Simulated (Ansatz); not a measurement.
# YN (Fm-3m) in Ansatz: single point with PBE0

Aim: the single point of YN with PBE0.

Everything below comes from runs of Ansatz 0.2.0. Logs are shortened: lines on timing, memory, paths and dates and some standing lists are left out, and cuts for length are marked.

**1. The crystal as given**

The structure is cubic, space group Fm-3m (No. 225). Conventional cell: a = 4.877 Å, b = 4.877 Å, c = 4.877 Å, α = 90.00°, β = 90.00°, γ = 90.00°. Y (site symmetry m-3m) is surrounded by 6 N at 2.44 Å. Around N (site symmetry m-3m) lie 6 Y at 2.44 Å.

**2. Single point, PBE0**

input reads:

```
crystal:
  lattice:
    - [0.0, 2.4385, 2.4385]
    - [2.4385, 0.0, 2.4385]
    - [2.4385, 2.4385, 0.0]
  atoms:
    - { symbol: "Y", position: [0.0, 0.0, 0.0] }
    - { symbol: "N", position: [0.5, 0.5, 0.5] }
hamiltonian:
  xc: pbe0
  pseudopotentials: { kind: paw }
kpoints:
  mp_grid: { grid: [6, 6, 6] }
scf:
  occupations: { method: fermi_dirac, width: 0.05 }
output:
  forces: true
  stress: true
  eigenvalues: true
  write_density: true
  write_potential: true
  elf: true
  volumetric_format: npy
```

Potentials or basis: Ansatz PAW.

Output:

```text
Warning: output.stress: scf.convergence.dr2_threshold = 1e-7 eV (the SCF's general default) is looser than the 2e-10 eV advised for a printed stress (1e-10 eV for each atom of the cell: 2). What an SCF threshold leaves in a stress goes as its square root, and in the free energy as the threshold itself, and one threshold admits the most on a small cell: of the crystals measured, under no hybrid functional and no lock of the moments, on runs that ended without the residual-converged pass, on stresses that held no estimate of that error, the worst erred by over 100 MPa in a component at 1e-7 eV an atom and by under 5 at 1e-10. Set scf.convergence.dr2_threshold to 2e-10 eV or tighter. The threshold is an SCF's pass mark: one that does not reach it within its budget of iterations ends unconverged, or closes short of it on a stop that the run arms, and scf.convergence.dr2_threshold's page says what that costs each kind of run
Warning: output.stress: scf.exx.energy_threshold = 1e-6 eV is looser than the 2e-8 eV advised for a stress under a hybrid functional (1e-8 eV for each atom of the cell: 2). Every SCF of the exchange loop can meet its threshold on dr2 while the loop round them stops early: no threshold on dr2 bounds what that leaves in the stress. Set scf.exx.energy_threshold to 2e-8 eV or tighter. The threshold is the loop's pass mark: a loop that does not reach it within its budget of cycles ends unconverged, and scf.exx.energy_threshold's page has the law
GPUs: using 1 of 1 available (devices: 1).
Engine: ansatz 0.2.0, x86_64-unknown-linux-gnu
Pseudopotentials: kind: paw
Pseudopotential: Y, paw, valence charge 11, recommended cutoff 420 eV (normal), Y.paw.azcp
Pseudopotential: N, paw, valence charge 5, recommended cutoff 420 eV (normal), N.paw.azcp
Functional definition: PBE0
  parameter a = 0.25
  parameter kappa = 0.804
  parameter beta = 0.06672455060314922
  exchange = (1 - a)*pbe_x(kappa = kappa, mu = beta*pi^2/3) + a*exact_x
  correlation = pbe_c(beta = beta)
device memory: the entry about to start is reckoned to put 0.4 GiB on a device that reports 57.4 GiB free (of which the cap on the GPU budget leaves the run 18.0 GiB)
GPU FFT provider: cuFFT
GPU libraries: cuBLAS 13.8.2, cuFFT 12.4.0, cuSOLVER 12.3.4
Crystal: 2 atoms, lattice volume = 29.000 Å³
Basis set: ecut = 420 eV, 537 PW (Γ), exchange–correlation on 48×48×48 points (8 copies of the dense FFT grid, shifted against one another)
Bands: 12, of which v1, the nominal top of the filled ones, is band 8 counted from 1 (7 counted from 0)
Symmetry: 48 space group operations
Space group: Fm-3m (ITA 225), of the structure as read, at distance tolerance 3.1e-5 Å
k-points: 16 of 216
Non-local potential: Y, projectors of the file, l = 0: 3, l = 1: 2, l = 2: 2, l = 3: 1
Non-local potential: N, projectors of the file, l = 0: 2, l = 1: 2, l = 2: 1
PAW form: soft (Blöchl's): semilocal exchange-correlation on the pseudo side does not see the compensation charge
PAW frozen core: Y, regenerated for the run's functional, and the local potential with it (the file was generated under x = pbe(κ = 0.804, μ = 0.2195149727645171), c = pbe(β = 0.06672455060314922))
PAW frozen core: N, regenerated for the run's functional, and the local potential with it (the file was generated under x = pbe(κ = 0.804, μ = 0.2195149727645171), c = pbe(β = 0.06672455060314922))
PAW one-centre angular grid: Y, 590 points (default); XC on 64 Gauss nodes
PAW one-centre angular grid: N, 110 points (default); XC on 64 Gauss nodes
Initial density: superposition of atomic densities (neutral atoms: chi_scale 0, normalization atom), corrected by the library's trained network
Initial wavefunctions: pseudopotential atomic-orbital guess
GPU buffer pool allocated for 13824 grid points (all kernels)
GPU transforms: local potential and band sums: pruned to the plane-wave sphere, on 24×24×24
Functional: x = pbe(κ = 0.804, μ = 0.2195149727645171), c = pbe(β = 0.06672455060314922), warm-up for x = 0.75 pbe(κ = 0.804, μ = 0.2195149727645171) + 0.25 exact, c = pbe(β = 0.06672455060314922)
SCF iter   1: F=—  HF=-4236.066171 eV  |F-HF|=—  |Δ(HF+E_count)|=         —  Δρ=1.35e-3  dr2=5.90e-4  ethr=1.77e-3  ⟨swp⟩=5.2  Hψ=771  notcnv=0
preconditioner: auto → none  [insulator: Δε(μ)=0.182 eV  Ē_g=17.023 eV  σ=0.050 eV  W_gap=0.72  n_scr=8 (ndim 8)  ℏωp=25.8 eV  f_vac=0.000  D(μ)=0.13/eV (n_scr^D=0)]
iter 2 solved again at ethr=3.45e-7 eV; its pass at ethr=3.69e-6 eV (dr2=5.52e-5 eV) is discarded
SCF iter   2: F=—  HF=-4236.066231 eV  |F-HF|=—  |Δ(HF+E_count)|=   5.99e-5  Δρ=4.17e-4  dr2=4.88e-5  ethr=3.45e-7  ⟨swp⟩=2.8  Hψ=830  notcnv=0
eigensolver tolerance schedule: the retry pair's looser diagonalisation over-reported the residual by 0.13 of it (diagonalisation noise at 0.15 of the residual, at the tolerance the schedule requests for it); recorded, not acted on — ethr = c·dr2/N_el stays at c = 1.0e-1
SCF iter   3: F=—  HF=-4236.066233 eV  |F-HF|=—  |Δ(HF+E_count)|=   2.00e-6  Δρ=6.73e-5  dr2=5.85e-7  ethr=3.05e-7  ⟨swp⟩=3.1  Hψ=419  notcnv=0
SCF iter   4: F=—  HF=-4236.066234 eV  |F-HF|=—  |Δ(HF+E_count)|=   1.22e-6  Δρ=3.18e-5  dr2=1.88e-7  ethr=3.66e-9  ⟨swp⟩=3.7  Hψ=404  notcnv=0
SCF iter   5: F=—  HF=-4236.066234 eV  |F-HF|=—  |Δ(HF+E_count)|=   3.82e-8  Δρ=1.14e-5  dr2=2.17e-8  ethr=1.17e-9  ⟨swp⟩=2.6  Hψ=336  notcnv=0
SCF iter   6: F=-4236.066234 eV  HF=-4236.066234 eV  |F-HF|=2.96e-10  |Δ(HF+E_count)|=   2.93e-9  Δρ=2.72e-6  dr2=6.70e-10  ethr=1.35e-10  ⟨swp⟩=3.6  Hψ=378  notcnv=0
SCF 1 converged in 6 iterations: F = -4236.066234 eV  dr2 = 6.70e-10
device memory: the entry about to start is reckoned to put 1.0 GiB on a device that reports 55.8 GiB free (of which the cap on the GPU budget leaves the run 18.0 GiB)
GPU FFT provider: cuFFT
GPU libraries: cuBLAS 13.8.2, cuFFT 12.4.0, cuSOLVER 12.3.4
Initial density: handed on by an earlier stage of this run
Initial wavefunctions: those handed on with the density
GPU buffer pool allocated for 13824 grid points (all kernels)
GPU transforms: local potential and band sums: pruned to the plane-wave sphere, on 24×24×24
Functional: x = 0.75 pbe(κ = 0.804, μ = 0.2195149727645171) + 0.25 exact, c = pbe(β = 0.06672455060314922)
Exchange kernel: α = 0.2500, full range, Wigner–Seitz truncation, v(0) = 11780.0415 eV·Å³, q-mesh 6×6×6, nearest image of the exchange supercell L = 20.69 Å, pair-density grid 15×15×15, without the augmentation charges, whose exchange is taken in its separable form by FFT convolution over the k-point mesh (sized by the pseudopotential files, 20×20×20 at the most), smooth part of the exact exchange by density-matrix convolution in up to 1.75 GiB of GPU memory as planned if the GPU has room (build and FFT work areas not counted)
Frozen-core exchange: fock
iter 1 solved again at ethr=1.68e-4 eV; its pass at ethr=1.00e-1 eV (dr2=2.69e-2 eV) is discarded
SCF iter   1: F=—  HF=-4238.386889 eV  |F-HF|=—  |Δ(HF+E_count)|=         —  Δρ=8.86e-3  dr2=3.92e-2  ethr=1.68e-4  ⟨swp⟩=4.1  Hψ=908  notcnv=0
preconditioner: auto → none  [insulator: Δε(μ)=1.679 eV  Ē_g=20.022 eV  σ=0.050 eV  W_gap=1.00  n_scr=8 (ndim 8)  ℏωp=25.8 eV  f_vac=0.000  D(μ)=0.00/eV (n_scr^D=0)]
SCF iter   2: F=—  HF=-4238.377756 eV  |F-HF|=—  |Δ(HF+E_count)|=   9.13e-3  Δρ=7.64e-3  dr2=1.28e-2  ethr=1.68e-4  ⟨swp⟩=3.7  Hψ=526  notcnv=0
SCF iter   3: F=—  HF=-4238.374673 eV  |F-HF|=—  |Δ(HF+E_count)|=   3.08e-3  Δρ=2.23e-3  dr2=2.95e-3  ethr=7.22e-5  ⟨swp⟩=3.1  Hψ=431  notcnv=0
SCF iter   4: F=—  HF=-4238.374314 eV  |F-HF|=—  |Δ(HF+E_count)|=   3.59e-4  Δρ=4.09e-4  dr2=1.92e-3  ethr=5.94e-6  ⟨swp⟩=2.9  Hψ=344  notcnv=0
SCF iter   5: F=—  HF=-4238.386008 eV  |F-HF|=—  |Δ(HF+E_count)|=   1.17e-2  Δρ=1.51e-3  dr2=1.19e-3  ethr=2.14e-7  ⟨swp⟩=4.9  Hψ=594  notcnv=0
SCF iter   6: F=—  HF=-4238.385693 eV  |F-HF|=—  |Δ(HF+E_count)|=   3.16e-4  Δρ=1.30e-4  dr2=5.88e-5  ethr=2.14e-7  ⟨swp⟩=4.1  Hψ=497  notcnv=0
SCF iter   7: F=—  HF=-4238.386019 eV  |F-HF|=—  |Δ(HF+E_count)|=   3.26e-4  Δρ=2.72e-4  dr2=3.73e-5  ethr=1.62e-8  ⟨swp⟩=4.9  Hψ=666  notcnv=0
SCF iter   8: F=-4238.386009 eV  HF=-4238.386009 eV  |F-HF|=7.36e-8  |Δ(HF+E_count)|=   9.62e-6  Δρ=1.46e-5  dr2=1.96e-6  ethr=1.62e-8  ⟨swp⟩=3.9  Hψ=419  notcnv=0
SCF 2 stopped early in 8 iterations: F = -4238.386009 eV  dr2 = 1.96e-6
hybrid outer 1: dexx = +1.397e-2 eV, tail = 1.53e-5 eV
GPU FFT provider: cuFFT
GPU libraries: cuBLAS 13.8.2, cuFFT 12.4.0, cuSOLVER 12.3.4
GPU buffer pool allocated for 13824 grid points (all kernels)
GPU transforms: local potential and band sums: pruned to the plane-wave sphere, on 24×24×24
Exchange kernel: α = 0.2500, full range, Wigner–Seitz truncation, v(0) = 11780.0415 eV·Å³, q-mesh 6×6×6, nearest image of the exchange supercell L = 20.69 Å, pair-density grid 15×15×15, without the augmentation charges, whose exchange is taken in its separable form by FFT convolution over the k-point mesh (sized by the pseudopotential files, 20×20×20 at the most), smooth part of the exact exchange by density-matrix convolution in up to 1.75 GiB of GPU memory as planned if the GPU has room (build and FFT work areas not counted)
Frozen-core exchange: fock
SCF iter   1: F=—  HF=-4238.386028 eV  |F-HF|=—  |Δ(HF+E_count)|=         —  Δρ=9.53e-5  dr2=5.11e-6  ethr=4.77e-7  ⟨swp⟩=3.6  Hψ=462  notcnv=0
preconditioner: auto → none  [insulator: Δε(μ)=1.738 eV  Ē_g=20.017 eV  σ=0.050 eV  W_gap=1.00  n_scr=8 (ndim 8)  ℏωp=25.8 eV  f_vac=0.000  D(μ)=0.00/eV (n_scr^D=0)]
SCF iter   2: F=—  HF=-4238.386027 eV  |F-HF|=—  |Δ(HF+E_count)|=   6.68e-7  Δρ=1.60e-5  dr2=2.95e-6  ethr=1.46e-8  ⟨swp⟩=3.0  Hψ=368  notcnv=0
SCF iter   3: F=—  HF=-4238.386086 eV  |F-HF|=—  |Δ(HF+E_count)|=   5.84e-5  Δρ=4.63e-5  dr2=6.89e-7  ethr=1.42e-10  ⟨swp⟩=4.7  Hψ=665  notcnv=0
SCF iter   4: F=—  HF=-4238.386085 eV  |F-HF|=—  |Δ(HF+E_count)|=   1.71e-7  Δρ=2.28e-6  dr2=1.73e-8  ethr=1.42e-10  ⟨swp⟩=4.8  Hψ=523  notcnv=0
SCF iter   5: F=-4238.386085 eV  HF=-4238.386085 eV  |F-HF|=3.09e-9  |Δ(HF+E_count)|=   1.54e-7  Δρ=4.04e-6  dr2=4.37e-9  ethr=7.36e-12  ⟨swp⟩=4.4  Hψ=570  notcnv=0
SCF 3 converged in 5 iterations: F = -4238.386085 eV  dr2 = 4.37e-9
  Residual-converged pass: ⟨swp⟩=2.0  Hψ=314  notcnv=0  max |occ|·‖R‖ = 2.3e-6 eV (tolerance 2.4e-6 eV)  dr2=4.37e-9  dr2_onsite=2.21e-10  max |Δocc| = 2.0e-21
hybrid outer 2: dexx = +5.020e-7 eV, tail = 1.61e-8 eV, Δε = 1.23e-3 eV (about 4.29e-5 eV left of the loop's levels)
hybrid SCF converged: 2 outer / 13 inner (+6 warm-up), last move |dexx| = 5.02e-7 eV, tail = 1.61e-8 eV
Stability not checked: this state was not tested for a lower state beside it, because the functional holds exact exchange (a hybrid, or Hartree-Fock), whose exchange loop this test does not read (fock_operator; see scf.lower_state_search)
Free energy (F): -4238.386086 eV
Frozen-core exchange: fock
Harris-Foulkes:  -4238.386086 eV  (|F-HF|=3.09e-9)
Internal energy: -4238.386086 eV  (E = F + TS)
E sigma→0 (E₀):  -4238.386086 eV
Fermi energy:    11.988023 eV
--- Per-component energies (eV) ---
  E_band       = -82.072348
  E_kinetic    = 437.415774
  E_local      = -598.218767  (includes V_loc(G=0)·N_el)
  E_nonlocal   = 93.612572
  E_hartree    = 184.419805
  E_xc         = -181.983618
  E_vxc        = -214.994592  (∫ρ·V_xc dr)
  E_exx        = -47.400101  (= α·E_x^exact, valence–valence)
  E_paw        = -2960.673067  (= ΣΔE_a)
  E_vpaw       = -73.927236  (= ΣTr[D̂ρ^β])
  E_aug_tail   = 0.000095  (compensation charges beyond the density's cutoff)
  E_ewald      = -1165.170300
  E_core_change = -0.388477  (= ΣΔE_core)
  E_smearing   = -0.000000  (= −TS)
  E_closure    = 0.000000  (closes the sum)
  Σ components = -4238.386086   (vs F -4238.386086, Δ=9.09e-13)
--- Forces (eV/Å), atoms counted from 1 ---
  atom   1  Y      0.00000000    -0.00000000    -0.00000000
  atom   2  N      0.00000000    -0.00000000     0.00000000
  max |Σ_I F_I| component: 1.55e-29 eV/Å
--- Stress (GPa, compression-positive) ---
        0.668219      -0.000000      -0.000000
       -0.000000       0.668219      -0.000000
       -0.000000      -0.000000       0.668219
  P = ⅓ Tr σ = 0.6682 GPa (6.682 kbar)
--- Band table (eV; the first three rows and the last of 16) ---
  k-point 0: bands = ["-32.4522", "-10.7267", "-10.7267", "-10.7267", "-3.3334", "11.1197", "11.1197", "11.1197", "16.1594", "16.1594", "16.1594", "17.1747"]
  k-point 1: bands = ["-32.4189", "-11.0972", "-10.7483", "-10.7483", "-2.8153", "9.5756", "10.2522", "10.2522", "16.3283", "16.8641", "16.8641", "18.6554"]
  k-point 2: bands = ["-32.3517", "-11.7411", "-10.7909", "-10.7909", "-1.8230", "7.4382", "9.0499", "9.0499", "17.3075", "18.5514", "18.5514", "20.4763"]
  k-point 15: bands = ["-32.2750", "-11.5383", "-11.2421", "-11.1763", "-2.4448", "9.1284", "9.2680", "9.6373", "15.2576", "18.9350", "20.5868", "21.4038"]
```

Wall time 9.9 s (1 × NVIDIA H100 80GB HBM3 with 2 threads of AMD EPYC 7R13 (Zen 3), shared host); peak memory 1.7 GiB.

Results:

| Quantity | Value |
| --- | --- |
| Free energy | -4238.3861 eV |
| Pressure | 0.7 GPa |
| Band gap on the k mesh | 1.74 eV, indirect (least direct gap 2.20 eV) |

Levels at points of the mesh, in eV from the valence-band top:
```tsv
k point	band 5	band 6	band 7	band 8	band 9	band 10	band 11	band 12
(0.00, 0.00, 0.00)	-14.45	0.00	0.00	0.00	5.04	5.04	5.04	6.06
(0.00, 0.00, -0.50)	-12.44	-4.58	-2.54	-2.54	7.94	8.53	8.65	8.65
(0.00, -0.50, -0.50)	-13.99	-1.81	-0.46	-0.46	1.74	8.97	9.47	10.27
```

Caveat: the PAW data sets come from PBE, with cores solved anew for the run's functional, which leaves a small shift of forces and pressure; the thresholds are loose for stress. A k mesh can miss the band edges.
